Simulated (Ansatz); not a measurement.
Crystal: WC.

```
W C
1.0
     1.64035   -2.11804    0.00000
     1.64035    2.11804    0.00000
     0.00000    0.00000    4.30942
W C
1 1
Direct
  0.50000 0.50000 0.50000
  0.00000 0.00000 0.00000
```

The cell was built by a generator and needn't be a form met in nature.

Base run:

```yaml
Program: Ansatz 0.2.0
Functional: BLYP
Potentials_or_basis: Ansatz PAW
Cutoff: "420 eV (not typed: the program's choice for these potentials)"
k_mesh: 10 × 10 × 6
Occupations: fermi-dirac, width 0.05 eV
Spin: no spin polarisation
```

Its results: band gap on the k mesh none (metal or under the smearing width); pressure -24.6 GPa.

Task: The run is repeated on the same cell with these changes: functional from BLYP to PBE; occupations from fermi-dirac, width 0.05 eV to gaussian, width 0.012 eV. What comes out?

Result: Band gap on the k mesh none (metal or under the smearing width); pressure -32.1 GPa.

Caveats: so large a pressure means that the cell lies far from this level's equilibrium, or that cutoff or potentials fall short (some runs); spin-orbit coupling is left out, which moves the levels of the heavy elements (some runs); the PAW data sets come from PBE, with cores solved anew for the run's functional, which leaves a small shift of forces and pressure (some runs); a pressure of tens of GPa on the cell as given is suspect, and the run, the potentials or the cell itself is likely at fault (some runs).
